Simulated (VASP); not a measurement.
# MnS (P4_2/mmc) in VASP: single point with PBE

Aim: the single point of MnS with PBE.

All numbers are computed with VASP 6.6.1; they aren't measurements. Logs are shortened: lines on timing, memory, paths and dates and some standing lists are left out, and cuts for length are marked.

## Step 1: The crystal as given

Symmetry: P4_2/mmc, No. 131, tetragonal system. Conventional cell: a = 4.306 Å, b = 4.306 Å, c = 5.361 Å, α = 90.00°, β = 90.00°, γ = 90.00°. Mn (site symmetry mmm) is surrounded by 4 S at 2.54 Å. S (site symmetry -4m2) has 4 Mn at 2.54 Å and 2 S at 2.68 Å as nearest neighbours.

Measurements of this composition are mostly on another form, of space group No. 225.

## Step 2: Single point, PBE, collinear spin, typed start

Input file INCAR:

```
  PREC = Accurate
  ENCUT = 520
  EDIFF = 1E-6
  ISMEAR = -1
  SIGMA = 0.05
  LREAL = F
  LASPH = T
  NELM = 150
  ALGO = Fast
  ISIF = 2
  LWAVE = F
  LCHARG = F
  ISPIN = 2
  MAGMOM = 5.5 5.5 0 0
  LORBIT = 11
  LMAXMIX = 4
  GGA = PE
  NBANDS = 31
```

Input file KPOINTS:

```
Automatic mesh
0
Gamma
  6 6 5
```

Input file POSCAR:

```
MnS
1.0
    4.3056791600      0.0000000000      0.0000000000
    0.0000000000      4.3056791600      0.0000000000
    0.0000000000      0.0000000000      5.3605806400
Mn S
2 2
Direct
    0.0000000000      0.5000000000      0.0000000000
    0.5000000000      0.0000000000      0.5000000000
    0.0000000000      0.0000000000      0.2500000000
    0.0000000000      0.0000000000      0.7500000000
```

Potentials or basis: VASP PAW PBE potentials, release 64 (Mn_pv, S).

Launch:

```sh
> cat potpaw_PBE.64/Mn_pv/POTCAR potpaw_PBE.64/S/POTCAR > POTCAR
> mpirun -np 1 vasp_std > vasp.out
```

OUTCAR:

```text
PREC = Accurate
   ENCUT = 520
   EDIFF = 1E-6
   ISMEAR = -1
   LREAL = F
   LASPH = T
   NELM = 150
   ISIF = 2
   ISPIN = 2
   LORBIT = 11
   GGA = PE

 ion  position               nearest neighbor table
   1  0.000  0.500  0.000-   3 2.54   4 2.54   3 2.54   4 2.54
   2  0.500  0.000  0.500-   3 2.54   4 2.54   3 2.54   4 2.54
   3  0.000  0.000  0.250-   1 2.54   2 2.54   1 2.54   2 2.54   4 2.68   4 2.68
   4  0.000  0.000  0.750-   1 2.54   2 2.54   1 2.54   2 2.54   3 2.68   3 2.68

  LATTYP: Found a simple tetragonal cell.
 ALAT       =     4.3056791600
 C/A-ratio  =     1.2450023424

  Lattice vectors:

 A1 = (   4.3056791600,   0.0000000000,   0.0000000000)
 A2 = (   0.0000000000,   4.3056791600,   0.0000000000)
 A3 = (   0.0000000000,   0.0000000000,   5.3605806400)

Analysis of symmetry for initial positions (statically):
=====================================================================
 Subroutine PRICEL returns:
 Original cell was already a primitive cell.

 Routine SETGRP: Setting up the symmetry group for a
 simple tetragonal supercell.

 Subroutine GETGRP returns: Found 16 space group operations
 (whereof  8 operations were pure point group operations)
 out of a pool of 16 trial point group operations.

The static configuration has the point symmetry D_2h.
 The point group associated with its full space group is D_4h.

Analysis of symmetry for dynamics (positions and initial velocities):
=====================================================================
 Subroutine PRICEL returns:
 Original cell was already a primitive cell.

 Routine SETGRP: Setting up the symmetry group for a
 simple tetragonal supercell.

 Subroutine GETGRP returns: Found 16 space group operations
 (whereof  8 operations were pure point group operations)
 out of a pool of 16 trial point group operations.

The dynamic configuration has the point symmetry D_2h.
 The point group associated with its full space group is D_4h.

Analysis of structural, dynamic, and magnetic symmetry:
=====================================================================
 Subroutine PRICEL returns:
 Original cell was already a primitive cell.

 Routine SETGRP: Setting up the symmetry group for a
 simple tetragonal supercell.

 Subroutine GETGRP returns: Found 16 space group operations
 (whereof  8 operations were pure point group operations)
 out of a pool of 16 trial point group operations.

The overall configuration has the point symmetry D_2h.
 The point group associated with its full space group is D_4h.

 Subroutine INISYM returns: Found 16 space group operations
 (whereof  8 operations are pure point group operations),
 and found     1 'primitive' translations

----------------------------------------------------------------------------------------

                                     Primitive cell

  volume of cell :      99.3791

  direct lattice vectors                    reciprocal lattice vectors
     4.305679160  0.000000000  0.000000000     0.232251397  0.000000000  0.000000000
     0.000000000  4.305679160  0.000000000     0.000000000  0.232251397  0.000000000
     0.000000000  0.000000000  5.360580640     0.000000000  0.000000000  0.186546956

  length of vectors
     4.305679160  4.305679160  5.360580640     0.232251397  0.232251397  0.186546956

  position of ions in fractional coordinates (direct lattice)
     0.000000000  0.500000000  0.000000000
     0.500000000  0.000000000  0.500000000
     0.000000000  0.000000000  0.250000000
     0.000000000  0.000000000  0.750000000

  ion indices of the primitive-cell ions
   primitive index   ion index
                 1           1
                 2           2
                 3           3
                 4           4

----------------------------------------------------------------------------------------

 KPOINTS: Automatic mesh

Automatic generation of k-mesh.
 Grid dimensions read from file:
 generate k-points for:    6    6    5

 Generating k-lattice:

  Cartesian coordinates                     Fractional coordinates (reciprocal lattice)
     0.038708566  0.000000000  0.000000000     0.166666667  0.000000000  0.000000000
     0.000000000  0.038708566  0.000000000     0.000000000  0.166666667  0.000000000
     0.000000000  0.000000000  0.037309391     0.000000000  0.000000000  0.200000000

  Length of vectors
     0.038708566  0.038708566  0.037309391

  Shift w.r.t. Gamma in fractional coordinates (k-lattice)
     0.000000000  0.000000000  0.000000000

 Subroutine IBZKPT returns following result:
 ===========================================

 Found     30 irreducible k-points:

 Following reciprocal coordinates:
            Coordinates               Weight
  0.000000  0.000000  0.000000      1.000000
  0.166667  0.000000  0.000000      4.000000
  0.333333  0.000000  0.000000      4.000000
  0.500000  0.000000  0.000000      2.000000
  0.166667  0.166667  0.000000      4.000000
  0.333333  0.166667  0.000000      8.000000
[... 16 lines left out ...]
  0.333333  0.000000  0.400000      8.000000
  0.500000  0.000000  0.400000      4.000000
 [... further k-points ...]
   k-points           NKPTS =     30   k-points in BZ     NKDIM =     30   number of bands    NBANDS=     31
   number of dos      NEDOS =    301   number of ions     NIONS =      4
   total plane-waves  NPLWV =  40960
   dimension x,y,z NGX =    32 NGY =   32 NGZ =   40
   dimension x,y,z NGXF=    64 NGYF=   64 NGZF=   80
   ions per type =               2   2
   NGX,Y,Z   is equivalent  to a cutoff of  12.36, 12.36, 12.41 a.u.
   NGXF,Y,Z  is equivalent  to a cutoff of  24.71, 24.71, 24.81 a.u.
 SYSTEM =  unknown system
   PREC   = accura    normal or accurate (medium, high low for compatibility)
   ISTART =      0    job   : 0-new  1-cont  2-samecut
   ICHARG =      2    charge: 1-file 2-atom 10-const
   ISPIN  =      2    spin polarized calculation?
   LNONCOLLINEAR =      F non collinear calculations
   LSORBIT =      F    spin-orbit coupling
   LASPH  =      T    aspherical Exc in radial PAW
   ENCUT  =  520.0 eV  38.22 Ry    6.18 a.u.   8.01  8.01  9.97*2*pi/ulx,y,z
   NELM   =    150;   NELMIN=  2; NELMDL= -5     # of ELM steps
   EDIFF  = 0.1E-05   stopping-criterion for ELM
   LREAL  =      F    real-space projection
   EDIFFG = 0.1E-04   stopping-criterion for IOM
   NSW    =      0    number of steps for IOM
   IBRION =     -1    ionic relax: 0-MD 1-quasi-New 2-CG
   NFREE  =      0    steps in history (QN), initial steepest desc. (CG)
   ISIF   =      2    stress and relaxation
   ISYM   =      2    0-nonsym 1-usesym 2-fastsym
   POTIM  = 0.5000    time-step for ionic-motion
   TEBEG  =    0.0;   TEEND  =   0.0 temperature during run
   PSTRESS=    0.0 pullay stress
   NELECT =      38.0000    total number of electrons
   NUPDOWN=      -1.0000    fix difference up-down
   EMIN   =  10.00;   EMAX   =-10.00  energy-range for DOS
   EFERMI =   0.00;   METHOD = LEGACY
   ISMEAR =    -1;   SIGMA  =   0.05  broadening in eV -4-tet -1-fermi 0-gaus
   EFERMI_NEDOS =   21; number of points for ismear=-14 and -15
   IALGO  =     68    algorithm
   IMIX   =      4    mixing-type and parameters
     AMIX     =   0.40;   BMIX     =  1.00
     AMIX_MAG =   1.60;   BMIX_MAG =  1.00
  volume/ion in A,a.u.               =      24.84       167.66
  Fermi-wavevector in a.u.,A,eV,Ry     =   1.188240  2.245449 19.210273  1.411915
  Thomas-Fermi vector in A             =   2.324374
   LORBIT       =     11    0 simple, 1 ext, 2 COOP (PROOUT), +10 PAW based schemes
   GGA     = PE    functional components
   LHFCALC =     F    Hartree Fock is set to
   AEXX    =    0.0000 exact exchange contribution
   IVDW    =     0    specifies the selected vdW correction
   LEPSILON=     F    determine dielectric tensor
   LRPA    =     F    only Hartree local field effects (RPA)
 spin polarized calculation
 RMM-DIIS sequential band-by-band and
  energy-cutoff  :      520.00
  volume of cell :       99.38
 maximum number of plane-waves:      2712
   NGX = 17   NGY = 17   NGZ = 19

 number of electron      38.0000000 magnetization      11.0000000

 number of electron      38.0000067 magnetization       8.4526814

 Free energy of the ion-electron system (eV)
  ---------------------------------------------------
  ext. energy  EPLUGINS =         0.00000000
  ---------------------------------------------------
  free energy    TOTEN  =       -25.64249717 eV

  energy without entropy =      -25.61749557  energy(sigma->0) =      -25.62999637

 E-fermi :   3.8195     XC(G=0):  -8.8117

 val. band max:        3.7923853447   @ k =   0.1667   0.1667   0.2000
 cond. band min:       3.8303259407   @ k =   0.5000   0.5000   0.4000
 fundamental gap:      0.0379405960
 Fermi energy:         3.8195293743

 spin component 1

 k-point     1 :       0.0000    0.0000    0.0000
  band No.  band energies     occupation
      1     -46.8134      1.00000
      2     -46.8116      1.00000
      3     -46.7344      1.00000
      4     -46.7344      1.00000
      5     -46.5322      1.00000
      6     -46.5322      1.00000
[... 23 lines left out ...]
     30       9.4531      0.00000
     31       9.7513      0.00000

 k-point     2 :       0.1667    0.0000    0.0000
  band No.  band energies     occupation
      1     -46.8133      1.00000
      2     -46.8117      1.00000
      3     -46.7345      1.00000
      4     -46.7344      1.00000
      5     -46.5324      1.00000
      6     -46.5322      1.00000
[... 23 lines left out ...]
     30       9.9439      0.00000
     31      10.3840      0.00000

 k-point     3 :       0.3333    0.0000    0.0000
  band No.  band energies     occupation
      1     -46.8129      1.00000
      2     -46.8120      1.00000
      3     -46.7346      1.00000
      4     -46.7344      1.00000
      5     -46.5327      1.00000
      6     -46.5321      1.00000
[... 703 lines left out ...]
     30      10.8148      0.00000
     31      11.4827      0.00000

 k-point    24 :       0.5000    0.0000    0.4000
  band No.  band energies     occupation
      1     -46.8125      1.00000
      2     -46.8124      1.00000
      3     -46.7347      1.00000
      4     -46.7343      1.00000
      5     -46.5329      1.00000
      6     -46.5321      1.00000
[... 23 lines left out ...]
     30      11.3050      0.00000
     31      11.4817      0.00000

 [... further k-points ...]

 spin component 2

 k-point     1 :       0.0000    0.0000    0.0000
  band No.  band energies     occupation
      1     -42.4640      1.00000
      2     -42.4640      1.00000
      3     -42.4451      1.00000
      4     -42.4425      1.00000
      5     -42.4165      1.00000
      6     -42.4165      1.00000
[... 23 lines left out ...]
     30      10.3776      0.00000
     31      10.3852      0.00000

 k-point     2 :       0.1667    0.0000    0.0000
  band No.  band energies     occupation
      1     -42.4641      1.00000
      2     -42.4640      1.00000
      3     -42.4449      1.00000
      4     -42.4426      1.00000
      5     -42.4168      1.00000
      6     -42.4165      1.00000
[... 23 lines left out ...]
     30      10.8852      0.00000
     31      11.1254      0.00000

 k-point     3 :       0.3333    0.0000    0.0000
  band No.  band energies     occupation
      1     -42.4643      1.00000
      2     -42.4640      1.00000
      3     -42.4444      1.00000
      4     -42.4431      1.00000
      5     -42.4174      1.00000
      6     -42.4165      1.00000
[... 703 lines left out ...]
     30      11.6054      0.00000
     31      12.1191      0.00000

 k-point    24 :       0.5000    0.0000    0.4000
  band No.  band energies     occupation
      1     -42.4645      1.00000
      2     -42.4640      1.00000
      3     -42.4438      1.00000
      4     -42.4436      1.00000
      5     -42.4176      1.00000
      6     -42.4165      1.00000
[... 23 lines left out ...]
     30      11.6852      0.00000
     31      12.5143      0.00000

 [... further k-points ...]
[... 5 lines left out ...]
  --------------------------------------------------------------------------------------
  -------------------------------------------------------------------------------------
  Total       -5.7400561     -5.7400561      2.8981214      0.0000000      0.0000000      0.0000000
  in kB      -92.5404384    -92.5404384     46.7231361      0.0000000      0.0000000      0.0000000
  external PRESSURE =     -46.1192469 kB  Pullay stress =       0.0000000 kB

 VOLUME and BASIS-vectors are now :
 -----------------------------------------------------------------------------
  energy-cutoff  :      520.00
  volume of cell :       99.38
      direct lattice vectors                 reciprocal lattice vectors
     4.305679160  0.000000000  0.000000000     0.232251397  0.000000000  0.000000000
     0.000000000  4.305679160  0.000000000     0.000000000  0.232251397  0.000000000
     0.000000000  0.000000000  5.360580640     0.000000000  0.000000000  0.186546956

 POSITION                                       TOTAL-FORCE (eV/Angst)
 -----------------------------------------------------------------------------------
      0.00000      2.15284      0.00000        -0.000000      0.000000      0.000000
      2.15284      0.00000      2.68029        -0.000000      0.000000      0.000000
      0.00000      0.00000      1.34015         0.000000      0.000000      0.000000
      0.00000      0.00000      4.02044        -0.000000      0.000000      0.000000
 -----------------------------------------------------------------------------------
    total drift:                                0.000000      0.000000     -0.000000

  FREE ENERGIE OF THE ION-ELECTRON SYSTEM (eV)
  ---------------------------------------------------
  free  energy   TOTEN  =       -25.6424971680 eV

  energy  without entropy=      -25.6174955729  energy(sigma->0) =      -25.62999637

 total charge

# of ion       s       p       d       tot
------------------------------------------
    1        0.221   6.135   4.974  11.331
    2        0.221   6.135   4.974  11.331
    3        1.359   2.307   0.000   3.666
    4        1.359   2.307   0.000   3.666
--------------------------------------------------
tot          3.161  16.884   9.948  29.993

 magnetization (x)

# of ion       s       p       d       tot
------------------------------------------
    1        0.043   0.023   3.945   4.011
    2        0.043   0.023   3.945   4.011
    3        0.012  -0.042   0.000  -0.030
    4        0.012  -0.042   0.000  -0.030
--------------------------------------------------
tot          0.110  -0.039   7.889   7.961
```

It took 1.7 min on 1 thread of Intel Xeon Platinum 8488C (Sapphire Rapids), shared host; peak memory 0.3 GiB.

What came out:

```
Free energy                                           : -25.6425 eV
Pressure                                              : -4.6 GPa
Band gap on the k mesh                                : none (metal or under the smearing width)
Net moment                                            : 8.45 μB per cell
Site moments                                          : Mn +4.01; S -0.03 μB
Valence electrons inside the program's atomic spheres : Mn 11.33; S 3.67
```

Levels at points of the mesh, in eV from the Fermi level:
Spin up:
```
           k point  band 21  band 22  band 23  band 24  band 25  band 26
(0.00, 0.00, 0.00)    -1.89     0.04     0.47     0.47     1.71     2.41
(0.50, 0.00, 0.00)    -2.22    -2.20     0.38     1.69     2.15     2.19
(0.50, 0.50, 0.00)    -2.17    -2.17    -2.04    -0.17     2.49     3.77
```
Spin down:
| k point | band 12 | band 13 | band 14 | band 15 | band 16 | band 17 | band 18 | band 19 |
| --- | --- | --- | --- | --- | --- | --- | --- | --- |
| (0.00, 0.00, 0.00) | -3.32 | -3.32 | -1.50 | 0.08 | 0.71 | 0.89 | 1.04 | 1.04 |
| (0.50, 0.00, 0.00) | -3.18 | -3.15 | -0.23 | 0.21 | 0.45 | 0.63 | 0.71 | 0.87 |
| (0.50, 0.50, 0.00) | -2.83 | -2.83 | -0.40 | 0.05 | 0.09 | 0.09 | 0.09 | 1.04 |

Caveat: semilocal functionals often make such compounds metallic where correlation or magnetic order opens a gap, which also shifts bond lengths. With open d or f shells a metallic result of PBE can be an artefact of self-interaction; +U or a hybrid may open a gap.
